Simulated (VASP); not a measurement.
# GaN (P6_3mc) in VASP: reference runs

Reference runs on GaN: the cell as given and a disturbed copy.

Everything below comes from runs of VASP 6.6.1. Logs are shortened: lines on timing, memory, paths and dates and some standing lists are left out, and cuts for length are marked.

**The experiment to reproduce.**

From “Studying electronic properties in GaN without electrical contacts using γ-γ vs e−-γ Perturbed Angular Correlations”, 2019, pmc:6823545, for a bulk crystal of GaN: band gap 3.503 ± 0.005 eV (direct).

How close the calculation comes is told below.

## 1. The crystal as given

Symmetry: P6_3mc, No. 186, hexagonal system. The conventional cell has a = 3.212 Å, b = 3.212 Å, c = 10.357 Å, α = 90.00°, β = 90.00°, γ = 120.00°. Ga (site symmetry 3m) has 4 N at 1.95 to 2.00 Å as nearest neighbours. Around Ga (site symmetry 3m) lie 3 N at 1.94 Å. N (site symmetry 3m) is surrounded by 4 Ga at 1.94 to 2.00 Å. N (site symmetry 3m) has 3 Ga at 1.95 Å as nearest neighbours.

The cell is a database's computed one.

## 2. Single point, PBE

Input file INCAR:

```
SYSTEM = GaN
  ALGO = Normal
  EDIFF = 1E-7
  ENCUT = 520
  GGA = PE
  ISIF = 2
  ISMEAR = -1
  LASPH = .True.
  LCHARG = .False.
  LREAL = .False.
  LWAVE = .False.
  NBANDS = 46
  NELM = 80
  PREC = Accurate
  SIGMA = 0.05
```

Input file KPOINTS:

```
k-points
0
Gamma
  10 10 3
  0 0 0
```

Input file POSCAR:

```
GaN
1.0
    3.2115377864      0.0000000000      0.0000000000
   -1.6057688932      2.7812733083      0.0000000000
    0.0000000000      0.0000000000     10.3568400000
Ga N
4 4
Direct
    0.0000000000      0.0000000000      0.7858680000
    0.6666666667      0.3333333333      0.0373490000
    0.3333333333      0.6666666667      0.5373490000
    0.0000000000      0.0000000000      0.2858680000
    0.0000000000      0.0000000000      0.0930380000
    0.6666666667      0.3333333333      0.3437450000
    0.0000000000      0.0000000000      0.5930380000
    0.3333333333      0.6666666667      0.8437450000
```

Potentials or basis: VASP PAW PBE potentials, release 64 (Ga_d, N).

Run with:

```
cat potpaw_PBE.64/Ga_d/POTCAR potpaw_PBE.64/N/POTCAR > POTCAR
mpirun -np 1 vasp_std > vasp.out
```

OUTCAR:

```text
SYSTEM = GaN
   EDIFF = 1E-7
   ENCUT = 520
   GGA = PE
   ISIF = 2
   ISMEAR = -1
   LASPH = .True.
   LREAL = .False.
   NELM = 80
   PREC = Accurate

 ion  position               nearest neighbor table
   1  0.000  0.000  0.786-   8 1.95   8 1.95   8 1.95   7 2.00
   2  0.667  0.333  0.037-   5 1.94   5 1.94   5 1.94
   3  0.333  0.667  0.537-   7 1.94   7 1.94   7 1.94
   4  0.000  0.000  0.286-   6 1.95   6 1.95   6 1.95   5 2.00
   5  0.000  0.000  0.093-   2 1.94   2 1.94   2 1.94   4 2.00
   6  0.667  0.333  0.344-   4 1.95   4 1.95   4 1.95
   7  0.000  0.000  0.593-   3 1.94   3 1.94   3 1.94   1 2.00
   8  0.333  0.667  0.844-   1 1.95   1 1.95   1 1.95

  LATTYP: Found a hexagonal cell.
 ALAT       =     3.2115377864
 C/A-ratio  =     3.2248849893

  Lattice vectors:

 A1 = (   3.2115377864,   0.0000000000,   0.0000000000)
 A2 = (  -1.6057688932,   2.7812733083,   0.0000000000)
 A3 = (   0.0000000000,   0.0000000000,  10.3568400000)

Analysis of symmetry for initial positions (statically):
=====================================================================
 Subroutine PRICEL returns:
 Original cell was already a primitive cell.

 Routine SETGRP: Setting up the symmetry group for a
 hexagonal supercell.

 Subroutine GETGRP returns: Found 12 space group operations
 (whereof  6 operations were pure point group operations)
 out of a pool of 24 trial point group operations.

The static configuration has the point symmetry C_3v.
 The point group associated with its full space group is C_6v.

Analysis of symmetry for dynamics (positions and initial velocities):
=====================================================================
 Subroutine PRICEL returns:
 Original cell was already a primitive cell.

 Routine SETGRP: Setting up the symmetry group for a
 hexagonal supercell.

 Subroutine GETGRP returns: Found 12 space group operations
 (whereof  6 operations were pure point group operations)
 out of a pool of 24 trial point group operations.

The dynamic configuration has the point symmetry C_3v.
 The point group associated with its full space group is C_6v.

 Subroutine INISYM returns: Found 12 space group operations
 (whereof  6 operations are pure point group operations),
 and found     1 'primitive' translations

----------------------------------------------------------------------------------------

                                     Primitive cell

  volume of cell :      92.5090

  direct lattice vectors                    reciprocal lattice vectors
     3.211537786  0.000000000  0.000000000     0.311377311  0.179773774  0.000000000
    -1.605768893  2.781273308  0.000000000     0.000000000  0.359547549  0.000000000
     0.000000000  0.000000000 10.356840000     0.000000000  0.000000000  0.096554548

  length of vectors
     3.211537786  3.211537786 10.356840000     0.359547549  0.359547549  0.096554548

  position of ions in fractional coordinates (direct lattice)
     0.000000000  0.000000000  0.785868000
     0.666666667  0.333333333  0.037349000
     0.333333333  0.666666667  0.537349000
     0.000000000  0.000000000  0.285868000
     0.000000000  0.000000000  0.093038000
     0.666666667  0.333333333  0.343745000
     0.000000000  0.000000000  0.593038000
     0.333333333  0.666666667  0.843745000

  ion indices of the primitive-cell ions
   primitive index   ion index
                 1           1
                 2           2
                 3           3
                 4           4
                 5           5
                 6           6
                 7           7
                 8           8

----------------------------------------------------------------------------------------

 KPOINTS: k-points

Automatic generation of k-mesh.
 Grid dimensions read from file:
 generate k-points for:   10   10    3

 Generating k-lattice:

  Cartesian coordinates                     Fractional coordinates (reciprocal lattice)
     0.031137731  0.017977377  0.000000000     0.100000000 -0.000000000  0.000000000
     0.000000000  0.035954755  0.000000000     0.000000000  0.100000000  0.000000000
     0.000000000  0.000000000  0.032184849     0.000000000  0.000000000  0.333333333

  Length of vectors
     0.035954755  0.035954755  0.032184849

  Shift w.r.t. Gamma in fractional coordinates (k-lattice)
     0.000000000  0.000000000  0.000000000

 Subroutine IBZKPT returns following result:
 ===========================================

 Found     28 irreducible k-points:

 Following reciprocal coordinates:
            Coordinates               Weight
  0.000000  0.000000  0.000000      1.000000
  0.100000  0.000000  0.000000      6.000000
  0.200000  0.000000  0.000000      6.000000
  0.300000  0.000000  0.000000      6.000000
  0.400000  0.000000  0.000000      6.000000
  0.500000  0.000000  0.000000      3.000000
[... 16 lines left out ...]
  0.300000  0.100000  0.333333     24.000000
  0.400000  0.100000  0.333333     24.000000
 [... further k-points ...]
   k-points           NKPTS =     28   k-points in BZ     NKDIM =     28   number of bands    NBANDS=     46
   number of dos      NEDOS =    301   number of ions     NIONS =      8
   total plane-waves  NPLWV =  46080
   dimension x,y,z NGX =    24 NGY =   24 NGZ =   80
   dimension x,y,z NGXF=    48 NGYF=   48 NGZF=  160
   ions per type =               4   4
   NGX,Y,Z   is equivalent  to a cutoff of  12.42, 12.42, 12.84 a.u.
   NGXF,Y,Z  is equivalent  to a cutoff of  24.85, 24.85, 25.68 a.u.
 SYSTEM =  GaN
   PREC   = accura    normal or accurate (medium, high low for compatibility)
   ISTART =      0    job   : 0-new  1-cont  2-samecut
   ICHARG =      2    charge: 1-file 2-atom 10-const
   ISPIN  =      1    spin polarized calculation?
   LNONCOLLINEAR =      F non collinear calculations
   LSORBIT =      F    spin-orbit coupling
   LASPH  =      T    aspherical Exc in radial PAW
   ENCUT  =  520.0 eV  38.22 Ry    6.18 a.u.   5.97  5.97 19.26*2*pi/ulx,y,z
   NELM   =     80;   NELMIN=  2; NELMDL= -5     # of ELM steps
   EDIFF  = 0.1E-06   stopping-criterion for ELM
   LREAL  =      F    real-space projection
[... 7 lines left out ...]
   TEBEG  =    0.0;   TEEND  =   0.0 temperature during run
   PSTRESS=    0.0 pullay stress
   NELECT =      72.0000    total number of electrons
   NUPDOWN=      -1.0000    fix difference up-down
   EMIN   =  10.00;   EMAX   =-10.00  energy-range for DOS
   EFERMI =   0.00;   METHOD = LEGACY
   ISMEAR =    -1;   SIGMA  =   0.05  broadening in eV -4-tet -1-fermi 0-gaus
   EFERMI_NEDOS =   21; number of points for ismear=-14 and -15
   IALGO  =     38    algorithm
   IMIX   =      4    mixing-type and parameters
     AMIX     =   0.40;   BMIX     =  1.00
     AMIX_MAG =   1.60;   BMIX_MAG =  1.00
  volume/ion in A,a.u.               =      11.56        78.04
  Fermi-wavevector in a.u.,A,eV,Ry     =   1.505882  2.845705 30.853677  2.267681
  Thomas-Fermi vector in A             =   2.616673
   LORBIT       =      0    0 simple, 1 ext, 2 COOP (PROOUT), +10 PAW based schemes
   GGA     = PE    functional components
   LHFCALC =     F    Hartree Fock is set to
   AEXX    =    0.0000 exact exchange contribution
   IVDW    =     0    specifies the selected vdW correction
   LEPSILON=     F    determine dielectric tensor
   LRPA    =     F    only Hartree local field effects (RPA)
 non-spin polarized calculation
  energy-cutoff  :      520.00
  volume of cell :       92.51
 maximum number of plane-waves:      2516
 NGX is ok and might be reduce to    24
   NGX = 11   NGY = 11   NGZ = 39

 number of electron      71.9999950 magnetization

 Free energy of the ion-electron system (eV)
  ---------------------------------------------------
  ext. energy  EPLUGINS =         0.00000000
  ---------------------------------------------------
  free energy    TOTEN  =       -46.35154319 eV

  energy without entropy =      -46.35153989  energy(sigma->0) =      -46.35154154

 E-fermi :   6.1135     XC(G=0): -11.7103

 val. band max:        5.6762395937   @ k =   0.0000   0.0000   0.0000
 cond. band min:       6.4921124490   @ k =   0.0000   0.0000   0.0000
 fundamental gap:      0.8158728553
 Fermi energy:         6.1134680733

 k-point     1 :       0.0000    0.0000    0.0000
  band No.  band energies     occupation
      1     -10.7104      2.00000
      2     -10.4206      2.00000
      3      -9.6201      2.00000
      4      -9.5223      2.00000
      5      -8.6977      2.00000
      6      -8.6977      2.00000
[... 38 lines left out ...]
     45      14.2844      0.00000
     46      15.0033      0.00000

 k-point     2 :       0.1000    0.0000    0.0000
  band No.  band energies     occupation
      1     -10.6223      2.00000
      2     -10.3628      2.00000
      3      -9.5597      2.00000
      4      -9.4919      2.00000
      5      -8.7099      2.00000
      6      -8.7095      2.00000
[... 38 lines left out ...]
     45      14.6149      0.00000
     46      14.7472      0.00000

 k-point     3 :       0.2000    0.0000    0.0000
  band No.  band energies     occupation
      1     -10.4063      2.00000
      2     -10.2280      2.00000
      3      -9.4220      2.00000
      4      -9.4124      2.00000
      5      -8.7165      2.00000
      6      -8.7118      2.00000
[... 38 lines left out ...]
     45      14.1075      0.00000
     46      14.5966      0.00000

 k-point     4 :       0.3000    0.0000    0.0000
  band No.  band energies     occupation
      1     -10.1928      2.00000
      2     -10.1020      2.00000
      3      -9.3112      2.00000
      4      -9.2927      2.00000
      5      -8.7035      2.00000
      6      -8.6932      2.00000
[... 920 lines left out ...]
     45      13.8957      0.00000
     46      14.2731      0.00000

 k-point    23 :       0.3000    0.1000    0.3333
  band No.  band energies     occupation
      1     -10.0926      2.00000
      2     -10.0637      2.00000
      3      -9.2534      2.00000
      4      -9.2447      2.00000
      5      -8.6896      2.00000
      6      -8.6851      2.00000
[... 38 lines left out ...]
     45      14.5048      0.00000
     46      14.7975      0.00000

 k-point    24 :       0.4000    0.1000    0.3333
  band No.  band energies     occupation
      1     -10.0376      2.00000
      2     -10.0210      2.00000
      3      -9.2076      2.00000
      4      -9.2028      2.00000
      5      -8.6804      2.00000
      6      -8.6742      2.00000
[... 38 lines left out ...]
     45      14.6024      0.00000
     46      15.0748      0.00000

 [... further k-points ...]
[... 5 lines left out ...]
  --------------------------------------------------------------------------------------
  -------------------------------------------------------------------------------------
  Total       -1.4986287     -1.4986287      2.8488981      0.0000000      0.0000000      0.0000000
  in kB      -25.9549776    -25.9549776     49.3404986      0.0000000      0.0000000      0.0000000
  external PRESSURE =      -0.8564855 kB  Pullay stress =       0.0000000 kB

 VOLUME and BASIS-vectors are now :
 -----------------------------------------------------------------------------
  energy-cutoff  :      520.00
  volume of cell :       92.51
      direct lattice vectors                 reciprocal lattice vectors
     3.211537786  0.000000000  0.000000000     0.311377311  0.179773774  0.000000000
    -1.605768893  2.781273308  0.000000000     0.000000000  0.359547549  0.000000000
     0.000000000  0.000000000 10.356840000     0.000000000  0.000000000  0.096554548

 POSITION                                       TOTAL-FORCE (eV/Angst)
 -----------------------------------------------------------------------------------
      0.00000      0.00000      8.13911         0.000000     -0.000000      0.022639
      1.60577      0.92709      0.38682        -0.000000      0.000000     -0.142970
     -0.00000      1.85418      5.56524        -0.000000      0.000000     -0.142970
      0.00000      0.00000      2.96069        -0.000000     -0.000000      0.022639
      0.00000      0.00000      0.96358         0.000000      0.000000     -0.211958
      1.60577      0.92709      3.56011         0.000000      0.000000      0.332289
      0.00000      0.00000      6.14200        -0.000000     -0.000000     -0.211958
     -0.00000      1.85418      8.73853         0.000000      0.000000      0.332289
 -----------------------------------------------------------------------------------
    total drift:                                0.000001      0.000002     -0.002251

  FREE ENERGIE OF THE ION-ELECTRON SYSTEM (eV)
  ---------------------------------------------------
  free  energy   TOTEN  =       -46.3515431866 eV

  energy  without entropy=      -46.3515398868  energy(sigma->0) =      -46.35154154
```

Run time: 1.8 min. Hardware: 1 thread of Intel Xeon Platinum 8488C (Sapphire Rapids), shared host; peak memory 0.23 GiB.

Results:

| Property | Result |
| --- | --- |
| Free energy | -46.3515 eV |
| Pressure | -0.1 GPa |
| Largest force | 0.332 eV/Å |
| Band gap on the k mesh | 0.82 eV, direct |

Forces on the atoms (eV/Å):
```
Ga   0.000  0.000  0.023
Ga   0.000  0.000 -0.143
Ga   0.000  0.000 -0.143
Ga   0.000  0.000  0.023
N    0.000  0.000 -0.212
N    0.000  0.000  0.332
N    0.000  0.000 -0.212
N    0.000  0.000  0.332
```

Stress tensor (GPa, compression positive):
```
-2.60  0.00  0.00
 0.00 -2.60  0.00
 0.00  0.00  4.93
```

Levels at points of the mesh, in eV from the valence-band top:
| k point | band 33 | band 34 | band 35 | band 36 | band 37 | band 38 | band 39 | band 40 |
| --- | --- | --- | --- | --- | --- | --- | --- | --- |
| (0.00, 0.00, 0.00) | -0.57 | -0.54 | -0.54 | 0.00 | 0.82 | 3.31 | 3.52 | 3.57 |
| (0.50, 0.00, 0.00) | -2.15 | -1.93 | -1.52 | -0.75 | 1.94 | 2.44 | 4.70 | 4.74 |

## 3. Single point, PBE (atoms moved at random, drawn with an rms of 0.05 Å)

Input file INCAR:

```
SYSTEM = GaN
ALGO = Normal
EDIFF = 1E-7
ENCUT = 520
GGA = PE
ISIF = 2
ISMEAR = -1
LASPH = .True.
LCHARG = .False.
LREAL = .False.
LWAVE = .False.
NBANDS = 46
NELM = 60
PREC = Accurate
SIGMA = 0.05
```

KPOINTS is that of step 2.

Input file POSCAR:

```
GaN
1.0
    3.2115377864      0.0000000000      0.0000000000
   -1.6057688932      2.7812733083      0.0000000000
    0.0000000000      0.0000000000     10.3568400000
Ga N
4 4
Direct
   -0.0094530000     -0.0148580000      0.7839010000
    0.6788250000      0.3442820000      0.0356210000
    0.3350580000      0.6747020000      0.5351120000
   -0.0030020000      0.0094200000      0.2894580000
    0.0043100000      0.0095360000      0.0942020000
    0.6604990000      0.3283390000      0.3435770000
   -0.0007360000      0.0019370000      0.5942870000
    0.3144890000      0.6768220000      0.8449700000
```

Potentials or basis: VASP PAW PBE potentials, release 64 (Ga_d, N).

Run with:

```
cat potpaw_PBE.64/Ga_d/POTCAR potpaw_PBE.64/N/POTCAR > POTCAR
mpirun -np 1 vasp_std > vasp.out
```

It took 8.7 min on 1 thread of Intel Xeon Platinum 8488C (Sapphire Rapids), shared host; peak memory 0.54 GiB.

It converged, with:

| Item | Value |
| --- | --- |
| Free energy | -46.2554 eV |
| Pressure | -0.2 GPa |
| Largest force | 1.326 eV/Å |
| Band gap on the k mesh | 0.80 eV, direct |

Forces in eV/Å, atoms in the order of the input:
```
Ga  -0.952  0.853  0.352
Ga  -0.141 -0.064  0.067
Ga   0.017 -0.146  0.143
Ga   0.225 -0.465 -0.823
N    0.222  0.010 -0.102
N   -0.191  0.436  0.738
N   -0.078  0.170 -0.676
N    0.897 -0.794  0.300
```

Stress tensor (GPa, compression positive):
```
-0.80 -2.20  1.88
-2.20 -4.42  0.16
 1.88  0.16  4.72
```

Levels at points of the mesh, in eV from the valence-band top:
```
           k point  band 33  band 34  band 35  band 36  band 37  band 38  band 39  band 40
(0.00, 0.00, 0.00)    -0.63    -0.62    -0.29     0.00     0.80     3.30     3.44     3.74
(0.50, 0.00, 0.00)    -2.21    -1.96    -1.45    -0.74     1.84     2.47     4.68     4.78
(0.00, 0.50, 0.00)    -2.25    -1.89    -1.49    -0.72     1.86     2.44     4.62     4.77
(0.50, 0.50, 0.00)    -2.17    -2.01    -1.40    -0.84     1.93     2.41     4.66     4.87
```

## 4. Against experiment

Step 2. Measured gap of GaN: 3.503 eV (direct; quoted in “Studying electronic properties in GaN without electrical contacts using γ-γ vs e−-γ Perturbed Angular Correlations”, 2019, pmc:6823545). This calculation gives 0.82 eV (-2.69 eV). So large a miss can be the level of theory's own, or it may mean another phase, state or a wrong row. Spin-orbit coupling on Ga is left out. The value is that of PBE, without temperature or zero-point motion. Semilocal functionals fall short of measured gaps as a rule. The cell is a database's relaxed one, not the measured one, which moves gaps too.
